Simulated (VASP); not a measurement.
# KTaO3: from the relaxed cell to its vibrations, part 2 of 2

What lattice, stiffness and vibrations does KTaO3 have at one level of theory? The starting structure is a measured crystal structure from the Crystallography Open Database. All runs use LDA.

VASP 6.6.1.

So far. Step 3 (Elastic constants): The elastic tensor has C11 = 492.8, C12 = 83.0, C44 = 101.3 GPa; its Hill averages are a bulk modulus of 219.6 and a shear modulus of 134.9 GPa. Step 4 (Modes of the relaxed cell): The zone-centre modes at 12.416 Å³ an atom are T1u (3) 557.4, T2u 247.0, T1u (2) 182.8, T1u (1) 110.0 cm⁻¹.

### 5. Modes at 0.97 of that volume

Level of this step: LDA; plane waves and PAW (Ta_pv, K_sv, O) (VASP).

Shape and positions were first relaxed at this volume, in a run that isn't shown.

INCAR reads:

```
SYSTEM = KTaO3
PREC = Accurate
ENCUT = 560
EDIFF = 1E-08
NELM = 100
ISMEAR = 0
SIGMA = 0.03
LREAL = .FALSE.
ALGO = Normal
GGA = CA
NBANDS = 25
LASPH = .TRUE.
LORBIT = 11
LWAVE = .FALSE.
LCHARG = .FALSE.
KPAR = 8
IBRION = 8
LEPSILON = .TRUE.
LPEAD = .TRUE.
ISIF = 2
```

POSCAR reads:

```
KTaO3
1.0
    3.9195795373      0.0000000000      0.0000000000
    0.0000000000      3.9195795373      0.0000000000
    0.0000000000      0.0000000000      3.9195795373
Ta K O
1 1 3
Direct
    0.0000000000      0.0000000000      0.0000000000
    0.5000000000      0.5000000000      0.5000000000
    0.0000000000      0.0000000000      0.5000000000
    0.0000000000      0.5000000000      0.0000000000
    0.5000000000      0.0000000000      0.0000000000
```

KPOINTS reads:

```
Automatic mesh
0
Gamma
8 8 8
0 0 0
```

PAW data sets: Ta_pv, K_sv and O (LDA family, release 64).

The run is started by

```
> mpirun -np 8 vasp_std
```

Output:

```text
[... set-up lines as in an earlier step ...]
 entering main loop
       N       E                     dE             d eps       ncg     rms          rms(c)
DAV:   1     0.352666952264E+03    0.35267E+03   -0.21908E+04  1750   0.162E+03
DAV:   2    -0.321762740192E+02   -0.38484E+03   -0.37443E+03  2071   0.460E+02
DAV:   3    -0.524369724950E+02   -0.20261E+02   -0.20188E+02  2480   0.102E+02
DAV:   4    -0.531744706707E+02   -0.73750E+00   -0.73655E+00  2912   0.132E+01
[...]
DAV:  13    -0.450189181898E+02    0.60137E-06   -0.34327E-06  2339   0.124E-02    0.403E-03
DAV:  14    -0.450189181606E+02    0.29117E-07   -0.18870E-07  2433   0.350E-03    0.102E-03
DAV:  15    -0.450189181578E+02    0.28554E-08   -0.37962E-08  1980   0.120E-03
   1 F= -.45018918E+02 E0= -.45018918E+02  d E =-.302297E-14
 Linear response reoptimize wavefunctions to high precision
DAV:   1    -0.450189181580E+02   -0.25648E-09   -0.19486E-09  1647   0.384E-04
DAV:   2    -0.450189181581E+02   -0.22737E-10   -0.34580E-10  1551   0.139E-04
 Linear response to external field (no local field effect), progress :
[...]
RMM:  24    -0.363050755803E+00   -0.15223E-08   -0.41969E-07 13444   0.626E-04    0.184E-06
 first order change of Fermi-energy  -0.14879E-01
 force on displaced ion       3 direction 1 :  -4.059   0.000   0.000
 Born effective charge ion    3 direction 1 :  -1.706   0.000   0.000
 Linear response progress:
  Degree of freedom:   4/  4
       N       E                     dE             d eps       ncg     rms          rms(c)
RMM:   1    -0.380699286728E+00   -0.38070E+00    0.28762E-01  7439   0.292E+00
RMM:   2    -0.370219060121E+00    0.10480E-01   -0.13270E-02  6312   0.548E-01    0.210E-01
RMM:   3    -0.371506786474E+00   -0.12877E-02   -0.38714E-03  5995   0.258E-01    0.113E-01
RMM:   4    -0.373292055203E+00   -0.17853E-02   -0.12128E-03  6279   0.153E-01    0.390E-02
[...]
RMM:  15    -0.373686639139E+00    0.22918E-08   -0.17082E-07  8312   0.605E-04    0.377E-06
RMM:  16    -0.373686634739E+00    0.44000E-08   -0.79051E-07  8059   0.590E-04    0.185E-06
RMM:  17    -0.373686632903E+00    0.18363E-08   -0.81218E-09  8173   0.584E-04    0.285E-06
 first order change of Fermi-energy   0.88056E-02
 force on displaced ion       3 direction 3 :   0.000   0.000 -17.678
 Born effective charge ion    3 direction 3 :   0.000   0.000  -6.500
 Born effective charges drift removed
 Linear response finished
```

Wall time 13 min (8 MPI ranks of AMD EPYC 7R43, shared host); peak memory 5.5 GiB.

OUTCAR, selected parts (step 5):

```text
  Total        2.6707080      2.6707080      2.6707080      0.0000000     -0.0000000     -0.0000000
  in kB       71.0589113     71.0589113     71.0589113      0.0000000     -0.0000000     -0.0000000
  external PRESSURE =      71.0589113 kB  Pullay stress =       0.0000000 kB

 POSITION                                       TOTAL-FORCE (eV/Angst)
 -----------------------------------------------------------------------------------
      0.00000      0.00000      0.00000         0.000000      0.000000      0.000000
      1.95979      1.95979      1.95979         0.000000      0.000000      0.000000
      0.00000      0.00000      1.95979         0.000000      0.000000      0.000000
      0.00000      1.95979      0.00000         0.000000      0.000000      0.000000
      1.95979      0.00000      0.00000         0.000000      0.000000      0.000000
 -----------------------------------------------------------------------------------
    total drift:                                0.000000     -0.000000      0.000000

 MACROSCOPIC STATIC DIELECTRIC TENSOR (including local field effects in DFT)
 ------------------------------------------------------
           5.466345    -0.000000    -0.000000
           0.000000     5.466345    -0.000000
           0.000000     0.000000     5.466345
 ------------------------------------------------------

 MACROSCOPIC STATIC DIELECTRIC TENSOR IONIC CONTRIBUTION
 ------------------------------------------------------
          82.251688     0.000000     0.000000
           0.000000    82.251688     0.000000
           0.000000     0.000000    82.251688
 ------------------------------------------------------

[... 1 part as in an earlier step ...]

[... 1 further part left out ...]
```

The zone-centre modes at 12.043 Å³ an atom are T1u (3) 605.8, T2u 235.5, T1u (2) 196.3, T1u (1) 131.4 cm⁻¹.

### 6. Modes at 1.03 of that volume

Shape and positions were first relaxed at this volume, in a run that isn't shown.

INCAR is that of step 5.

Edit POSCAR of step 5 so:

```diff
@@ -2,5 +2,5 @@
 1.0
-    3.9195795373      0.0000000000      0.0000000000
-    0.0000000000      3.9195795373      0.0000000000
-    0.0000000000      0.0000000000      3.9195795373
+    3.9987843019      0.0000000000      0.0000000000
+    0.0000000000      3.9987843019      0.0000000000
+    0.0000000000      0.0000000000      3.9987843019
 Ta K O
```

KPOINTS is that of step 5.

The run is started by

```
> mpirun -np 8 vasp_std
```

Output:

```text
[... set-up lines as in an earlier step ...]
 entering main loop
       N       E                     dE             d eps       ncg     rms          rms(c)
DAV:   1     0.344141541531E+03    0.34414E+03   -0.21738E+04  1750   0.161E+03
DAV:   2    -0.322716424185E+02   -0.37641E+03   -0.36536E+03  2065   0.450E+02
DAV:   3    -0.526921252977E+02   -0.20420E+02   -0.20345E+02  2491   0.101E+02
DAV:   4    -0.533657751401E+02   -0.67365E+00   -0.67275E+00  2921   0.128E+01
[...]
DAV:  13    -0.450290073749E+02    0.25379E-06   -0.28154E-06  2393   0.131E-02    0.307E-03
DAV:  14    -0.450290073301E+02    0.44744E-07   -0.36989E-07  2673   0.400E-03    0.140E-03
DAV:  15    -0.450290073324E+02   -0.23210E-08   -0.12288E-08  1808   0.771E-04
   1 F= -.45029007E+02 E0= -.45029007E+02  d E =-.259091E-28
 Linear response reoptimize wavefunctions to high precision
DAV:   1    -0.450290073310E+02    0.14920E-08   -0.11893E-08  2259   0.636E-04
DAV:   2    -0.450290073310E+02   -0.28194E-10   -0.35933E-10  1366   0.129E-04
 Linear response to external field (no local field effect), progress :
[...]
RMM:  19    -0.362827219570E+00   -0.37935E-08   -0.94883E-08 14265   0.487E-04    0.159E-06
 first order change of Fermi-energy  -0.16563E-01
 force on displaced ion       3 direction 1 :  -4.631   0.000   0.000
 Born effective charge ion    3 direction 1 :  -1.686   0.000   0.000
 Linear response progress:
  Degree of freedom:   4/  4
       N       E                     dE             d eps       ncg     rms          rms(c)
RMM:   1    -0.377534160062E+00   -0.37753E+00    0.30610E-01  7423   0.284E+00
RMM:   2    -0.369038208478E+00    0.84960E-02   -0.10425E-02  6270   0.512E-01    0.197E-01
RMM:   3    -0.370108126347E+00   -0.10699E-02   -0.31404E-03  5982   0.237E-01    0.107E-01
RMM:   4    -0.371809301267E+00   -0.17012E-02   -0.11991E-03  6309   0.149E-01    0.365E-02
[...]
RMM:  16    -0.372130105900E+00    0.37644E-08   -0.55130E-07  8248   0.421E-04    0.347E-06
RMM:  17    -0.372130107339E+00   -0.14392E-08    0.57201E-07  8169   0.411E-04    0.466E-06
RMM:  18    -0.372130103665E+00    0.36740E-08   -0.45830E-07  8311   0.405E-04    0.398E-06
 first order change of Fermi-energy   0.10633E-01
 force on displaced ion       3 direction 3 :  -0.000   0.000 -10.546
 Born effective charge ion    3 direction 3 :   0.000   0.000  -6.598
 Born effective charges drift removed
 Linear response finished
```

The job ended after 12 min (8 MPI ranks; peak memory 5.7 GiB).

OUTCAR, selected parts (step 6):

```text
  Total       -2.4092608     -2.4092608     -2.4092608      0.0000000      0.0000000      0.0000000
  in kB      -60.3685117    -60.3685117    -60.3685117      0.0000000      0.0000000      0.0000000
  external PRESSURE =     -60.3685117 kB  Pullay stress =       0.0000000 kB

 POSITION                                       TOTAL-FORCE (eV/Angst)
 -----------------------------------------------------------------------------------
      0.00000      0.00000      0.00000         0.000000      0.000000      0.000000
      1.99939      1.99939      1.99939         0.000000      0.000000      0.000000
      0.00000      0.00000      1.99939         0.000000      0.000000      0.000000
      0.00000      1.99939      0.00000         0.000000      0.000000      0.000000
      1.99939      0.00000      0.00000         0.000000      0.000000      0.000000
 -----------------------------------------------------------------------------------
    total drift:                                0.000000      0.000000     -0.000000

 MACROSCOPIC STATIC DIELECTRIC TENSOR (including local field effects in DFT)
 ------------------------------------------------------
           5.586229    -0.000000     0.000000
          -0.000000     5.586229    -0.000000
           0.000000    -0.000000     5.586229
 ------------------------------------------------------

 MACROSCOPIC STATIC DIELECTRIC TENSOR IONIC CONTRIBUTION
 ------------------------------------------------------
        1055.440806    -0.000000    -0.000000
          -0.000000  1055.440806    -0.000000
          -0.000000    -0.000000  1055.440806
 ------------------------------------------------------

[... 1 part as in an earlier step ...]

[... 1 further part left out ...]
```

The zone-centre modes at 12.788 Å³ an atom are T1u (3) 516.2, T2u 257.2, T1u (2) 170.9, T1u (1) 42.3 cm⁻¹.

### 7. All runs side by side

```
                         run  volume (Å³/atom)  T1u (3)    T2u  T1u (2)  T1u (1)  core minutes
                  relaxation            12.416        -      -        -        -          2.13
           elastic constants            12.416        -      -        -        -          86.6
   modes of the relaxed cell            12.416    557.4  247.0    182.8    110.0          85.1
modes at 0.97 of that volume            12.043    605.8  235.5    196.3    131.4         101.0
modes at 1.03 of that volume            12.788    516.2  257.2    170.9     42.3          96.2
```

Modes are in cm⁻¹, degenerate ones as one, matched by symmetry and order. A number in brackets counts the listed modes of one symmetry from the lowest. The symmetry labels come from an automatic analysis and can be wrong where levels nearly coincide. Core minutes are wall time times ranks of the run shown, on a shared host.

### 8. What came out

```yaml
relaxed_volume: 12.42 Å³/atom
bulk_modulus_from_two_volumes: 218 GPa
hill_shear_modulus: 135 GPa
mode_t1u_3: 557.4 cm⁻¹
mode_t2u: 247.0 cm⁻¹
mode_t1u_2: 182.8 cm⁻¹
mode_t1u_1: 110.0 cm⁻¹
grueneisen_parameter_of_t1u_3: 2.67
grueneisen_parameter_of_t2u: -1.47
grueneisen_parameter_of_t1u_2: 2.31
grueneisen_parameter_of_t1u_1: 18.90
```

At the LDA level KTaO3 relaxes to 12.42 Å³ an atom. The bulk modulus is 218.2 GPa from the pressures at two volumes and 219.6 GPa as the Hill average of the elastic tensor, so the two routes agree. The mode Grüneisen parameters, from the cells at 0.97 and 1.03 of the volume, run from -1.47 (T2u) to 18.90 (T1u (1)). For T1u (1) the slope differs between compression and expansion, so this parameter is only a rough mean. The dielectric constants and Born charges in the logs aren't compared here; at a small gap they can be far off, and in a run without a gap they mean nothing. The frequencies are harmonic, and the splitting of polar modes by their long-range field is left out. All values are for a static lattice. Further runs on this material are not shown.

[Lines on the potential files, build, host, timing and source positions are cut from VASP's logs without a mark.]

[Logs are printed without paths, hosts, clocks, repeated set-up lines and the standing remarks that a program may print on its own settings, such as how far it seeks lower states.]

[Hosts, paths, dates, database ids (printed as entryN), source tags and the programs' standing remarks are cut or masked in the printed files.]
